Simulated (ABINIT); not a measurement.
The system is Ag.

```xyz
1
Lattice="0.0000 2.0427 2.0427 2.0427 0.0000 2.0427 2.0427 2.0427 0.0000" Properties=species:S:1:pos:R:3 pbc="T T T"
Ag    0.0000    0.0000    0.0000
```

```yaml
Program: ABINIT 10.8.3 (patched build)
Task: single point
Functional: PBE
Potentials_or_basis: JTH PAW PBE v2.0
Cutoff: 463 eV
k_mesh: 11 × 11 × 11
Occupations: fermi-dirac, width 0.05 eV
Spin: no spin polarisation
```

On this cell: pressure 4.5 GPa; band gap on the k mesh none (metal or under the smearing width).

The same run follows on a disturbed copy (cell strained at random at fixed volume):

```
Ag
1.0
    -0.00622    2.03863    2.06720
     2.01497    0.04695    2.01403
     2.08560    2.05608   -0.02368
Ag
1
Cartesian
  0.0358 -0.0156 0.0623
```

Question: What changes?

Answer: The energy (extrapolated to zero smearing) moves by +6.3 meV/atom; pressure 4.9 GPa; band gap on the k mesh none (metal or under the smearing width).

Stress tensor (GPa, compression positive):
```
 5.13 -1.84  1.50
-1.84  4.88 -0.89
 1.50 -0.89  4.77
```
